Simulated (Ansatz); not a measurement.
# Zr: strong compression

The task here is to estimate one member of a computed series from the others.

Method: DFT PBE, with the methods named in each step, in Ansatz 0.2.0.

**The starting structure**

The structure is cubic, space group Im-3m (No. 229). Conventional cell: a = 3.604 Å, b = 3.604 Å, c = 3.604 Å, α = 90.00°, β = 90.00°, γ = 90.00°. Around Zr (site symmetry m-3m) lie 8 Zr at 3.12 Å.

Structure file:

```cif
data_structure
_symmetry_space_group_name_H-M 'P 1'
_symmetry_Int_Tables_number 1
_cell_length_a 3.1210
_cell_length_b 3.1210
_cell_length_c 3.1210
_cell_angle_alpha 109.471
_cell_angle_beta 109.471
_cell_angle_gamma 109.471
_cell_volume 23.40
loop_
_atom_site_label
_atom_site_type_symbol
_atom_site_fract_x
_atom_site_fract_y
_atom_site_fract_z
_atom_site_occupancy
Zr1 Zr 0.00000 0.00000 0.00000 1
```

Whether this phase is the stable one at these pressures isn't tested.

The first run:

input.yaml reads:

```yaml
crystal:
  lattice:
    - [-1.8019012832, 1.8019012832, 1.8019012832]
    - [1.8019012832, -1.8019012832, 1.8019012832]
    - [1.8019012832, 1.8019012832, -1.8019012832]
  atoms:
    - { symbol: Zr, position: [0.0, 0.0, 0.0] }
kpoints:
  mp_grid: { grid: [16, 16, 16] }
scf:
  occupations: { method: fermi_dirac, width: 0.05 }
hamiltonian:
  xc: pbe
  pseudopotentials: { kind: paw }
output:
  forces: true
  stress: true
relax:
  f_tol: 0.005
  max_steps: 40
  cell: {}
```

On the command line:

```
> ansatz run input.yaml --threads 1 --pin off --max-ram 2048MiB --backend cpu --events-out ev --progress --plain --runs-dir out
```

Among the steps run: Cell relaxed at zero pressure, PAW; Volume scaled by 1, PAW; Volume scaled by 1, PAW (cutoff 300 eV); Volume scaled by 0.9, PAW; Volume scaled by 0.8, PAW; Volume scaled by 0.7, PAW; Volume scaled by 0.6, PAW; Volume scaled by 0.5, PAW; Volume scaled by 0.4, PAW; Volume scaled by 0.4, PAW (level accurate).

One table of the session follows, with a row left open; its other results are not shown here.

| method | volume over the first | volume (Å³/atom) | pressure (GPa) |
| --- | --- | --- | --- |
| PAW | 1 | 22.854 | -0.04 |
| PAW | 0.9 | 20.568 | 10.71 |
| PAW | 0.8 | 18.283 | 27.02 |
| PAW | 0.7 | ? | ? |
| PAW | 0.6 | 13.712 | 102.65 |
| PAW | 0.5 | 11.427 | 196.23 |
| PAW | 0.4 | 9.142 | 405.46 |
| PAW (cutoff 300 eV) | 1 | 22.854 | 0.00 |
| PAW (level accurate) | 0.4 | 9.142 | 405.60 |

Q: Estimate the row for PAW, 0.7 from the others.

As computed: volume (Å³/atom): 15.998; pressure (GPa): 55.11. In the column «volume (Å³/atom)» it lies between PAW, 0.6 (13.712) and PAW, 0.8 (18.283).

Caveats from the session: Warnings in the runs' records: cutoff below recommended.
